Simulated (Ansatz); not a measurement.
Crystal: InSe.

```
In Se
1.0
     4.04733    0.00000    0.00000
    -2.02366    3.50509    0.00000
     0.00000    0.00000   18.05206
In Se
4 4
Direct
  0.33333 0.66667 0.07739
  0.33333 0.66667 0.92261
  0.00000 0.00000 0.42261
  0.00000 0.00000 0.57739
  0.33333 0.66667 0.35298
  0.33333 0.66667 0.64702
  0.66667 0.33333 0.14700
  0.66667 0.33333 0.85300
```

Measurements of this composition are mostly on another form, of space group No. 160.

Base run:

| Property | Result |
| --- | --- |
| Program | Ansatz 0.2.0 |
| Functional | LDA |
| Potentials or basis | Ansatz PAW |
| Cutoff | 420 eV (not typed: the program's choice for these potentials) |
| k mesh | 6 × 6 × 2 |
| Occupations | fermi-dirac, width 0.05 eV |
| Spin | no spin polarisation |

Its results: band gap on the k mesh 0.50 eV, direct; pressure -2.3 GPa; largest force 0.154 eV/Å.

After a change of settings the same cell gave: band gap on the k mesh 0.65 eV, direct; pressure 3.9 GPa; largest force 0.442 eV/Å. Which change was it?
A. functional from LDA to PBEsol
B. functional from LDA to RPBE
C. functional from LDA to BLYP
D. functional from LDA to revPBE

C.

BLYP binds less tightly than LDA, so the same cell stands under more pressure.

Caveats: spin-orbit coupling is left out, which moves the levels of the heavy elements; the PAW data sets come from PBE, with cores solved anew for the run's functional, which leaves a small shift of forces and pressure; this functional lacks dispersion, which binds the layers, so the pressure and a relaxed spacing across them are unreliable (some runs).

Runs at the PBE level aren't shown here.
